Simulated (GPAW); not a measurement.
# Al (Fm-3m) in GPAW: notebook

One crystal, Al, is run at these levels: PBE, OLYP; tasks: equation of state.

Everything below comes from runs of GPAW 26.7.0. Logs are shortened: lines on timing, memory, paths and dates and some standing lists are left out, and cuts for length are marked. The log counts tension as positive stress, the text compression.

**Measured values to compare with.**

From “The interpretation of polycrystalline coherent inelastic neutron scattering from aluminium”, 2013, pmc:3831299, for a bulk crystal of Al: bulk modulus 76.9 GPa.

The results are compared with them further down.

### 1 The structure

The structure is cubic, space group Fm-3m (No. 225). The conventional cell has a = 4.050 Å, b = 4.050 Å, c = 4.050 Å, α = 90.00°, β = 90.00°, γ = 90.00°. Around Al (site symmetry m-3m) lie 12 Al at 2.86 Å.

### 2 Equation of state, PBE

run.py reads:

```python
from ase.eos import EquationOfState
from ase.io import Trajectory, read
from ase.units import GPa
from gpaw import GPAW

atoms = read('Al.cif')

traj = Trajectory('eos.traj', 'w')
volumes, energies = [], []
for x in [0.94, 0.96, 0.98, 1.0, 1.02, 1.04, 1.06]:
    a = atoms.copy()
    a.set_cell(atoms.cell * x**(1 / 3), scale_atoms=True)
    calc = GPAW(mode='fd',
                h=0.16,
                xc='PBE',
                kpts={'size': (11, 11, 11), 'gamma': True},
                occupations={'name': 'fermi-dirac', 'width': 0.05},
                nbands=7,
                convergence={'density': 1e-05, 'energy': 1e-05},
                maxiter=150,
                txt=f'eos-{x:.2f}.txt')
    a.calc = calc
    energies.append(a.get_potential_energy(force_consistent=True))
    volumes.append(a.get_volume())
    calc.write(f'eos-{x:.2f}.gpw')
    traj.write(a)
    print(f'{x:.2f} {volumes[-1]:10.4f} A^3 {energies[-1]:14.6f} eV', flush=True)

v0, e0, B = EquationOfState(volumes, energies, eos='birchmurnaghan').fit()
print(f'V0 = {v0:.4f} A^3, E0 = {e0:.6f} eV, B0 = {B / GPa:.2f} GPa')
```

Al.cif reads:

```cif
data_Al
_cell_length_a 2.86350669
_cell_length_b 2.86350669
_cell_length_c 2.86350669
_cell_angle_alpha 60.00000000
_cell_angle_beta 60.00000000
_cell_angle_gamma 60.00000000
_space_group_name_H-M_alt 'P1'
_space_group_name_Hall 'P 1'
_space_group_IT_number 1
loop_
_space_group_symop_operation_xyz
'x,y,z'
loop_
_atom_site_label
_atom_site_type_symbol
_atom_site_symmetry_multiplicity
_atom_site_Wyckoff_symbol
_atom_site_fract_x
_atom_site_fract_y
_atom_site_fract_z
_atom_site_occupancy
Al1 Al 1 a 0.0000000000 0.0000000000 0.0000000000 1
```

Potentials or basis: GPAW PAW data sets (gpaw-data 1.2.1), fd.

Command:

```sh
> OMP_NUM_THREADS=1 python run.py
```

Output:

```text
__  _  _
 | _ |_)|_||  |
 |__||  | ||/\| - 26.7.0

Input parameters:
  mode=FD(),
  convergence={'density': 1e-05, 'energy': 1e-05},
  h=0.16,
  kpts=MonkhorstPack(size=(11, 11, 11), gamma=True),
  maxiter=150,
  nbands=7,
  occupations=Occupations(name='fermi-dirac', width=0.05),
  xc=XC(name='PBE')

Diagonalizing LCAO Hamiltonian
Converting LCAO to fd mode

       Al

Atoms  # Å, Bohr magnetons
|   | symbol |        x |        y |        z |    initial magnetic moments |
|---|--------|----------|----------|----------|-----------------------------|
| 0 |     Al | 0.000000 | 0.000000 | 0.000000 | ( 0.0000,  0.0000,  0.0000) |

Unit cell  # Å
| periodic |        x |        y |        z |  lengths |    angles |
|----------|----------|----------|----------|----------|-----------|
|      yes | 2.805051 | 0.000000 | 0.000000 | 2.805051 | 60.000000 |
|      yes | 1.402526 | 2.429246 | 0.000000 | 2.805051 | 60.000000 |
|      yes | 1.402526 | 0.809749 | 2.290315 | 2.805051 | 60.000000 |

Number of symmetries: 48
Symmetry operations  # r_c * U_cc + t_c -> r_c
|    | kind |            matrix            |
|----|------|------------------------------|
|  0 |  σ   |  1, 0, 0,  1, 0,-1,  1,-1, 0 |
|  1 |  C2  |  1, 0, 0,  1,-1, 0,  1, 0,-1 |
|  2 |  E   |  1, 0, 0,  0, 1, 0,  0, 0, 1 |
|  3 |  σ   |  1, 0, 0,  0, 0, 1,  0, 1, 0 |
|  4 |  C4  |  1, 0,-1,  1, 0, 0,  1,-1, 0 |
|  5 |  S6  |  1, 0,-1,  1,-1, 0,  1, 0, 0 |
|  6 |  σ   |  1, 0,-1,  0, 1,-1,  0, 0,-1 |
|  7 |  C3  |  1, 0,-1,  0, 0,-1,  0, 1,-1 |
|  8 |  S6  |  1,-1, 0,  1, 0, 0,  1, 0,-1 |
|  9 |  C4  |  1,-1, 0,  1, 0,-1,  1, 0, 0 |
| 10 |  C3  |  1,-1, 0,  0,-1, 1,  0,-1, 0 |
| 11 |  σ   |  1,-1, 0,  0,-1, 0,  0,-1, 1 |
| 12 |  σ   |  0, 1, 0,  1, 0, 0,  0, 0, 1 |
| 13 |  C4  |  0, 1, 0,  0, 1,-1, -1, 1, 0 |
| 14 |  C3  |  0, 1, 0,  0, 0, 1,  1, 0, 0 |
| 15 |  S6  |  0, 1, 0, -1, 1, 0,  0, 1,-1 |
| 16 |  C2  |  0, 1,-1,  1, 0,-1,  0, 0,-1 |
| 17 |  σ   |  0, 1,-1,  0, 1, 0, -1, 1, 0 |
| 18 |  S4  |  0, 1,-1,  0, 0,-1,  1, 0,-1 |
| 19 |  C4  |  0, 1,-1, -1, 1, 0,  0, 1, 0 |
| 20 |  C3  |  0, 0, 1,  1, 0, 0,  0, 1, 0 |
| 21 |  σ   |  0, 0, 1,  0, 1, 0,  1, 0, 0 |
| 22 |  S6  |  0, 0, 1,  0,-1, 1, -1, 0, 1 |
| 23 |  C4  |  0, 0, 1, -1, 0, 1,  0,-1, 1 |
| 24 |  S4  |  0, 0,-1,  1, 0,-1,  0, 1,-1 |
| 25 |  C3  |  0, 0,-1,  0, 1,-1,  1, 0,-1 |
| 26 |  C2  |  0, 0,-1,  0,-1, 0, -1, 0, 0 |
| 27 |  S6  |  0, 0,-1, -1, 0, 0,  0,-1, 0 |
| 28 |  S4  |  0,-1, 1,  1,-1, 0,  0,-1, 0 |
| 29 |  C4  |  0,-1, 1,  0, 0, 1, -1, 0, 1 |
| 30 |  C2  |  0,-1, 1,  0,-1, 0,  1,-1, 0 |
| 31 |  σ   |  0,-1, 1, -1, 0, 1,  0, 0, 1 |
| 32 |  C3  |  0,-1, 0,  1,-1, 0,  0,-1, 1 |
| 33 |  S6  |  0,-1, 0,  0, 0,-1, -1, 0, 0 |
| 34 |  S4  |  0,-1, 0,  0,-1, 1,  1,-1, 0 |
| 35 |  C2  |  0,-1, 0, -1, 0, 0,  0, 0,-1 |
| 36 |  C2  | -1, 1, 0,  0, 1, 0,  0, 1,-1 |
| 37 |  S6  | -1, 1, 0,  0, 1,-1,  0, 1, 0 |
| 38 |  S4  | -1, 1, 0, -1, 0, 1, -1, 0, 0 |
| 39 |  C3  | -1, 1, 0, -1, 0, 0, -1, 0, 1 |
| 40 |  S6  | -1, 0, 1,  0, 0, 1,  0,-1, 1 |
| 41 |  C2  | -1, 0, 1,  0,-1, 1,  0, 0, 1 |
| 42 |  C3  | -1, 0, 1, -1, 1, 0, -1, 0, 0 |
| 43 |  S4  | -1, 0, 1, -1, 0, 0, -1, 1, 0 |
| 44 |  C2  | -1, 0, 0,  0, 0,-1,  0,-1, 0 |
| 45 |  i   | -1, 0, 0,  0,-1, 0,  0, 0,-1 |
| 46 |  σ   | -1, 0, 0, -1, 1, 0, -1, 0, 1 |
| 47 |  C2  | -1, 0, 0, -1, 0, 1, -1, 1, 0 |

BZ-sampling:
  Number of BZ points: 1331
  Number of IBZ points: 56

  Monkhorst-Pack size: [11, 11, 11]
  Monkhorst-Pack shift: [0, 0, 0]

K-points  # in reciprocal-cell coordinates
|     |                                coordinates |     weight |
|-----|--------------------------------------------|------------|
|   0 | (  0.00000000,   0.00000000,   0.00000000) | 0.00075131 |
|   1 | (  0.09090909,   0.09090909,   0.00000000) | 0.00450789 |
|   2 | (  0.09090909,   0.09090909,   0.09090909) | 0.00601052 |
|   3 | (  0.18181818,   0.09090909,   0.09090909) | 0.00901578 |
|   4 | (  0.18181818,   0.18181818,   0.00000000) | 0.00450789 |
|   5 | (  0.18181818,   0.18181818,   0.09090909) | 0.01803156 |
|   6 | (  0.18181818,   0.18181818,   0.18181818) | 0.00601052 |
|   7 | (  0.27272727,   0.18181818,   0.09090909) | 0.01803156 |
|   8 | (  0.27272727,   0.18181818,   0.18181818) | 0.01803156 |
|   9 | (  0.27272727,   0.27272727,   0.00000000) | 0.00450789 |
| ... |                                            |            |
|  55 | (  0.45454545,   0.45454545,   0.45454545) | 0.00601052 |

Uniform wave function grid shape: (np.int64(16), np.int64(16), np.int64(16))
Spin-components: 1 (collinear spins)
Bands:           7
Projectors:      5
Spin-degeneracy: 2
Datatype:        complex128

Parallelization:
  kpt:    1
  domain: 1
  band:   1

Density:
  Valence electrons: 3.0
  Components: 1
  Grid points: [16 16 16]
  Charge: 0.0  # |e|

Potential:
  Grid points: [16 16 16]

species:
  Al:
    name:    Aluminium
    Z:       13.0
    valence: 3
    core:    10
    charge:  0.0  # [|e|]
    compensation charges:
      type: gauss
      rc: 0.34  # [Å]
      lmax: 2
    cutoffs:
      filter: 1.91  # [Å]
      core: 2.36  # [Å]
    projectors
    | kind |    occ | energy [eV] | rcut [Å] |
    |------|--------|-------------|----------|
    |   3s |  2.000 |      -7.753 |    1.085 |
    |   3p |  1.000 |      -2.712 |    1.085 |
    |    s |        |      19.459 |    1.085 |
    |    p |        |      24.499 |    1.085 |
    |    d |        |       0.000 |    1.085 |

    Using partial waves for Al as LCAO basis

Reference energy: -6603.423265  # eV

eigensolver:
  PPCG
  Converge bands: occupied
  niter=2

density mixing:
  MSR1-Mixer
  Pratt-step length: 0.05
  Maximum mixing coefficient: 0.75
  Old densities: 10
  SVD Regularization: 0.005
  Good broyden scale: 1.0
  Trust region scale: 1.0
  Backstep threshold: 4.0
  History deletion threshold: 6.0
  Fourier metric: weight=20.0, sigma=0.015

occupation numbers:
  Fermi-Dirac:
    width: 0.0500  # eV

FastPoissonSolver using
    Stencil: 12*3+1=37 point O(h^6) finite-difference Laplacian
    FFT axes: [np.int64(0), np.int64(1), np.int64(2)]
    FST axes: []

xc functional:
  name: PBE with 2 nearest neighbor stencil
interpolation: tri-quintic # 5. degree polynomial

convergence criteria:
- Maximum integral of absolute [dens]ity change: 1e-05 electrons / valence electron
- Maximum [total energy] change in last 3 cyles: 1e-05 eV / valence electron
- Maximum integral of absolute [eigenst]ate change: 4e-08 eV^2 / valence electron
maximum number of iterations: 150

SCF iterations
|iter     | |      energy | eigst |  dens |
|---------|-|-------------|-------|-------|
|iter:   1| |   -3.711520 | +0.89 |       |
|iter:   2| |   -3.726563 | -0.61 | -0.98 |
|iter:   3| |   -3.730168 | -1.73 | -1.00 |
|iter:   4| |   -3.731353 | -2.45 | -1.55 |
|iter:   5| |   -3.731442 | -3.60 | -2.35 |
|iter:   6| |   -3.731444 | -4.66 | -3.31 |
|iter:   7| |   -3.731444c| -5.66 | -4.09 |
|iter:   8| |   -3.731444c| -6.55 | -4.67 |
|iter:   9| |   -3.731444c| -7.45c| -5.43c|

Converged in 9 steps
Energy contributions relative to reference atoms: (reference = -6603.423265)

Energy contributions:
  Kinetic:           5.757977
  Coulomb:          -3.341508
  Zero:             -0.008753
  External:          0.000000
  Xc:               -6.137208
  Entropy:          -0.003904
  Spinorbit:         0.000000
  ----------------------------
  Free energy:      -3.733397
  Extrapolated:     -3.731444

dipole moment: (-9.618513, -5.553251, -3.926742)  # |e|*Ang

Fermi level: 7.703
Eigenvalues  # (at kpt = [0.000, 0.000, 0.000])
| band index |      eig [eV] | occ [0-2] |
|------------|---------------|-----------|
|          0 |        -3.824 |     2.000 |
|          1 |        20.647 |     0.000 |
|          2 |        20.647 |     0.000 |
|          3 |        22.575 |     0.000 |
|          4 |        22.576 |     0.000 |
|          5 |        22.576 |     0.000 |
|          6 |        23.094 |     0.000 |

No gap
No difference between direct/indirect transitions
# Writing to eos-0.94.gpw (mode='')
```

stdout:

```text
0.94    15.6066 A^3      -3.733397 eV
0.96    15.9386 A^3      -3.742159 eV
0.98    16.2707 A^3      -3.746874 eV
1.00    16.6027 A^3      -3.747946 eV
1.02    16.9348 A^3      -3.745737 eV
1.04    17.2668 A^3      -3.740581 eV
1.06    17.5989 A^3      -3.732809 eV
V0 = 16.5395 A^3, E0 = -3.748000 eV, B0 = 80.18 GPa
```

eos-0.98.txt:

```text
SCF iterations
|iter     | |      energy | eigst |  dens |
|---------|-|-------------|-------|-------|
|iter:   1| |   -3.728750 | +0.86 |       |
|iter:   2| |   -3.743013 | -0.64 | -0.98 |
|iter:   3| |   -3.743813 | -1.80 | -1.00 |
|iter:   4| |   -3.744788 | -2.55 | -1.56 |
|iter:   5| |   -3.744885 | -3.63 | -2.34 |
|iter:   6| |   -3.744887 | -4.73 | -3.33 |
|iter:   7| |   -3.744887c| -5.74 | -4.09 |
|iter:   8| |   -3.744887c| -6.64 | -4.69 |
|iter:   9| |   -3.744887c| -7.48c| -5.45c|

Converged in 9 steps
Energy contributions relative to reference atoms: (reference = -6603.423265)

Energy contributions:
  Kinetic:           4.217984
  Coulomb:          -2.188667
  Zero:             -0.007341
  External:          0.000000
  Xc:               -5.764877
  Entropy:          -0.003974
  Spinorbit:         0.000000
  ----------------------------
  Free energy:      -3.746874
  Extrapolated:     -3.744887

dipole moment: (-9.758108, -5.633846, -3.983731)  # |e|*Ang

Fermi level: 7.303
Eigenvalues  # (at kpt = [0.000, 0.000, 0.000])
| band index |      eig [eV] | occ [0-2] |
|------------|---------------|-----------|
|          0 |        -3.941 |     2.000 |
|          1 |        19.999 |     0.000 |
|          2 |        20.000 |     0.000 |
|          3 |        21.602 |     0.000 |
|          4 |        21.602 |     0.000 |
|          5 |        21.602 |     0.000 |
|          6 |        22.499 |     0.000 |

No gap
No difference between direct/indirect transitions
# Writing to eos-0.98.gpw (mode='')
```

It took 78 s on 1 thread of Intel Xeon Platinum 8559C (Emerald Rapids), shared host; peak memory 0.29 GiB.

Results:

- Equilibrium volume: 16.54 Å³/atom
- Bulk modulus: 80 GPa
- Pressure derivative of the bulk modulus: 4.4

Energy against volume, from the lowest point:
```
volume (Å³/atom)  energy (meV/atom)
          15.607              14.55
          15.939               5.79
          16.271               1.07
          16.603               0.00
          16.935               2.21
          17.267               7.37
          17.599              15.14
```

### 3 Equation of state, OLYP

Changes to run.py since step 2:

```diff
@@ -3,3 +3,5 @@
 from ase.units import GPa
-from gpaw import GPAW
+from gpaw import GPAW, PW, setup_paths
+
+setup_paths.insert(0, '.')
 
@@ -12,5 +14,4 @@
     a.set_cell(atoms.cell * x**(1 / 3), scale_atoms=True)
-    calc = GPAW(mode='fd',
-                h=0.16,
-                xc='PBE',
+    calc = GPAW(mode=PW(600),
+                xc='GGA_X_OPTX+GGA_C_LYP',
                 kpts={'size': (11, 11, 11), 'gamma': True},
@@ -19,2 +20,3 @@
                 convergence={'density': 1e-05, 'energy': 1e-05},
+                eigensolver='davidson',
                 maxiter=150,
@@ -24,5 +26,6 @@
     volumes.append(a.get_volume())
+    p = -a.get_stress()[:3].mean() / GPa
     calc.write(f'eos-{x:.2f}.gpw')
     traj.write(a)
-    print(f'{x:.2f} {volumes[-1]:10.4f} A^3 {energies[-1]:14.6f} eV', flush=True)
+    print(f'{x:.2f} {volumes[-1]:10.4f} A^3 {energies[-1]:14.6f} eV {p:9.3f} GPa', flush=True)
```

Al.cif is that of step 2.

Potentials or basis: PAW data sets generated in the run's folder for this functional, pw.

Command:

```sh
> gpaw-setup -f GGA_X_OPTX+GGA_C_LYP Al
> OMP_NUM_THREADS=1 python run.py
```

Output:

```text
__  _  _
 | _ |_)|_||  |
 |__||  | ||/\| - 26.7.0

Input parameters:
  mode=PW(ecut=600.0),
  convergence={'density': 1e-05, 'energy': 1e-05},
  eigensolver=Davidson(niter=2),
  kpts=MonkhorstPack(size=(11, 11, 11), gamma=True),
  maxiter=150,
  nbands=7,
  occupations=Occupations(name='fermi-dirac', width=0.05),
  xc=XC(name='GGA_X_OPTX+GGA_C_LYP')

Diagonalizing LCAO Hamiltonian
Converting LCAO to pw mode

       Al

Atoms  # Å, Bohr magnetons
|   | symbol |        x |        y |        z |    initial magnetic moments |
|---|--------|----------|----------|----------|-----------------------------|
| 0 |     Al | 0.000000 | 0.000000 | 0.000000 | ( 0.0000,  0.0000,  0.0000) |

Unit cell  # Å
| periodic |        x |        y |        z |  lengths |    angles |
|----------|----------|----------|----------|----------|-----------|
|      yes | 2.805051 | 0.000000 | 0.000000 | 2.805051 | 60.000000 |
|      yes | 1.402526 | 2.429246 | 0.000000 | 2.805051 | 60.000000 |
|      yes | 1.402526 | 0.809749 | 2.290315 | 2.805051 | 60.000000 |

Number of symmetries: 48
Symmetry operations  # r_c * U_cc + t_c -> r_c
|    | kind |            matrix            |
|----|------|------------------------------|
|  0 |  σ   |  1, 0, 0,  1, 0,-1,  1,-1, 0 |
|  1 |  C2  |  1, 0, 0,  1,-1, 0,  1, 0,-1 |
|  2 |  E   |  1, 0, 0,  0, 1, 0,  0, 0, 1 |
|  3 |  σ   |  1, 0, 0,  0, 0, 1,  0, 1, 0 |
|  4 |  C4  |  1, 0,-1,  1, 0, 0,  1,-1, 0 |
|  5 |  S6  |  1, 0,-1,  1,-1, 0,  1, 0, 0 |
|  6 |  σ   |  1, 0,-1,  0, 1,-1,  0, 0,-1 |
|  7 |  C3  |  1, 0,-1,  0, 0,-1,  0, 1,-1 |
|  8 |  S6  |  1,-1, 0,  1, 0, 0,  1, 0,-1 |
[... 124 lines left out ...]
  Good broyden scale: 1.0
  Trust region scale: 1.0
  Backstep threshold: 4.0
  History deletion threshold: 6.0
  Fourier metric: weight=20.0, sigma=0.015

occupation numbers:
  Fermi-Dirac:
    width: 0.0500  # eV

poisson solver:
  ecut: 4800.0  # eV

xc functional:
  name: GGA_X_OPTX+GGA_C_LYP with 2 nearest neighbor stencil

convergence criteria:
- Maximum integral of absolute [dens]ity change: 1e-05 electrons / valence electron
- Maximum [total energy] change in last 3 cyles: 1e-05 eV / valence electron
- Maximum integral of absolute [eigenst]ate change: 4e-08 eV^2 / valence electron
maximum number of iterations: 150

SCF iterations
|iter     | |      energy | eigst |  dens |
|---------|-|-------------|-------|-------|
|iter:   1| |   -3.277923 | -0.22 |       |
|iter:   2| |   -3.279301 | -2.80 | -0.96 |
|iter:   3| |   -3.287548 | -2.80 | -0.98 |
|iter:   4| |   -3.288587 | -3.48 | -1.56 |
|iter:   5| |   -3.288603 | -5.35 | -3.16 |
|iter:   6| |   -3.288608c| -6.47 | -3.51 |
|iter:   7| |   -3.288607c| -8.57c| -4.50 |
|iter:   8| |   -3.288607c| -9.23c| -4.85 |
|iter:   9| |   -3.288607c|-11.85c| -6.02c|

Converged in 9 steps
Energy contributions relative to reference atoms: (reference = -6607.173805)

Energy contributions:
  Kinetic:           5.395653
  Coulomb:          -2.942305
  Zero:             -0.011295
  External:          0.000000
  Xc:               -5.728706
  Entropy:          -0.003908
  Spinorbit:         0.000000
  ----------------------------
  Free energy:      -3.290561
  Extrapolated:     -3.288607

dipole moment: (-9.546776, -5.511834, -3.897455)  # |e|*Ang

Fermi level: 7.911
Eigenvalues  # (at kpt = [0.000, 0.000, 0.000])
| band index |      eig [eV] | occ [0-2] |
|------------|---------------|-----------|
|          0 |        -3.625 |     2.000 |
|          1 |        20.899 |     0.000 |
|          2 |        20.899 |     0.000 |
|          3 |        20.900 |     0.000 |
|          4 |        22.945 |     0.000 |
|          5 |        22.945 |     0.000 |
|          6 |        22.945 |     0.000 |

No gap
No difference between direct/indirect transitions

Stress tensor  # eV/Ang^3
|         x |         y |         z |
|-----------|-----------|-----------|
| -0.027440 |  0.000000 |  0.000000 |
|  0.000000 | -0.027440 | -0.000000 |
|  0.000000 | -0.000000 | -0.027440 |

# Writing to eos-0.94.gpw (mode='')
```

stdout:

```text
0.94    15.6066 A^3      -3.290561 eV     4.396 GPa
0.96    15.9386 A^3      -3.297492 eV     2.314 GPa
0.98    16.2707 A^3      -3.300321 eV     0.436 GPa
1.00    16.6027 A^3      -3.299457 eV    -1.254 GPa
1.02    16.9348 A^3      -3.295268 eV    -2.772 GPa
1.04    17.2668 A^3      -3.288100 eV    -4.133 GPa
1.06    17.5989 A^3      -3.278263 eV    -5.349 GPa
V0 = 16.3539 A^3, E0 = -3.300434 eV, B0 = 85.32 GPa
```

Wall time 28 s (1 thread of Intel Xeon Platinum 8559C (Emerald Rapids), shared host); peak memory 0.16 GiB.

What came out:

```yaml
Equilibrium_volume: 16.35 Å³/atom
Bulk_modulus: 85 GPa
Pressure_derivative_of_the_bulk_modulus: 4.3
```

Energy against volume, from the lowest point:
```csv
volume (Å³/atom),energy (meV/atom)
15.607,9.76
15.939,2.83
16.271,0.00
16.603,0.86
16.935,5.05
17.267,12.22
17.599,22.06
```

### 4 How close it comes

Step 2. Against the measured bulk modulus of Al, 76.9 GPa (quoted in “The interpretation of polycrystalline coherent inelastic neutron scattering from aluminium”, 2013, pmc:3831299), the calculated 80 GPa is off by +4.3 %. The fit is for a static lattice scaled at fixed shape and fixed fractional positions. The cell as given is a measured one (16.60 Å³/atom); PBE puts the equilibrium volume -0.4 % from it, thermal expansion not counted.

Step 3. A measured bulk modulus of Al is 76.9 GPa (quoted in “The interpretation of polycrystalline coherent inelastic neutron scattering from aluminium”, 2013, pmc:3831299); the calculated 85 GPa misses it by +10.9 %. The fit is for a static lattice scaled at fixed shape and fixed fractional positions. The cell as given is a measured one (16.60 Å³/atom); OLYP puts the equilibrium volume -1.5 % from it, thermal expansion not counted.
